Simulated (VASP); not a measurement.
## A VASP 6.6.1 single-point calculation on RbBr

INCAR

```
PREC = Accurate
EDIFF = 1E-7
LCHARG = .FALSE.
LASPH = .TRUE.
MAGMOM = 3 -3
NELM = 120
ISIF = 2
NSW = 0
ISMEAR = -1
SIGMA = 0.02
GGA = PE
ENCUT = 520
ISPIN = 2
LREAL = .FALSE.
NBANDS = 15
LWAVE = .FALSE.
IBRION = -1
```

KPOINTS

```
KPOINTS created by Atomic Simulation Environment
0
Gamma
6 6 6
0 0 0
```

POSCAR

```
Rb Br
 1.0000000000000000
     4.2219958348000004   -0.1115015399000000   -0.1115015399000000
    -0.1115015399000000    4.2219958348000004   -0.1115015399000000
    -0.1115015399000000   -0.1115015399000000    4.2219958348000004
 Rb  Br
   1   1
Cartesian
  0.0000000000000000  0.0000000000000000  0.0000000000000000
  1.9994963775000003  1.9994963775000003  1.9994963775000003
```

The recommended PBE PAW datasets give the neutral cell 16 valence electrons.

Command

```
mpirun -np 1 vasp_std
```

OSZICAR

```
N       E                     dE             d eps       ncg     rms          rms(c)
DAV:   1     0.841717413243E+02    0.84172E+02   -0.68163E+03  1920   0.926E+02
DAV:   2     0.242629708657E+01   -0.81745E+02   -0.75461E+02  2735   0.163E+02
DAV:   3    -0.302179310819E+01   -0.54481E+01   -0.54258E+01  2511   0.434E+01
DAV:   4    -0.315875073438E+01   -0.13696E+00   -0.13694E+00  2836   0.651E+00
DAV:   5    -0.315990670573E+01   -0.11560E-02   -0.11560E-02  2632   0.576E-01    0.129E+01
DAV:   6    -0.580230831039E+01   -0.26424E+01   -0.15294E+00  2270   0.860E+00    0.348E+00
DAV:   7    -0.599560951913E+01   -0.19330E+00   -0.46338E-01  2081   0.436E+00    0.181E+00
DAV:   8    -0.599204830162E+01    0.35612E-02   -0.17220E-02  2375   0.849E-01    0.971E-01
DAV:   9    -0.599154700948E+01    0.50129E-03   -0.11025E-02  2368   0.707E-01    0.356E-01
DAV:  10    -0.599327620529E+01   -0.17292E-02   -0.31165E-03  2319   0.401E-01    0.141E-01
DAV:  11    -0.599360920800E+01   -0.33300E-03   -0.37477E-04  2317   0.153E-01    0.869E-02
DAV:  12    -0.599368582664E+01   -0.76619E-04   -0.42813E-05  2497   0.523E-02    0.383E-02
DAV:  13    -0.599372586379E+01   -0.40037E-04   -0.53230E-05  2053   0.544E-02    0.123E-02
DAV:  14    -0.599373038235E+01   -0.45186E-05   -0.43121E-06  2298   0.192E-02    0.278E-03
DAV:  15    -0.599373048521E+01   -0.10286E-06   -0.57760E-07  2452   0.601E-03    0.126E-03
DAV:  16    -0.599373058599E+01   -0.10078E-06   -0.19217E-07  1973   0.367E-03    0.553E-04
DAV:  17    -0.599373061252E+01   -0.26528E-07   -0.23310E-08  1709   0.130E-03
   1 F= -.59937306E+01 E0= -.59937306E+01  d E =-.875627E-12  mag=    -0.0000
```

It converged. Results: pressure 0.0 GPa; magnetic moment of the cell 0.00 μB.

For comparison, a separate PBE run of the intended cell, on usual settings and not on those above, gives a gap of 3.88 eV on its mesh and a pressure of 0.0 GPa.

The run above took about 22 s on one core of a shared host (Intel Xeon 6975P-C) and held 0.23 GiB at most.
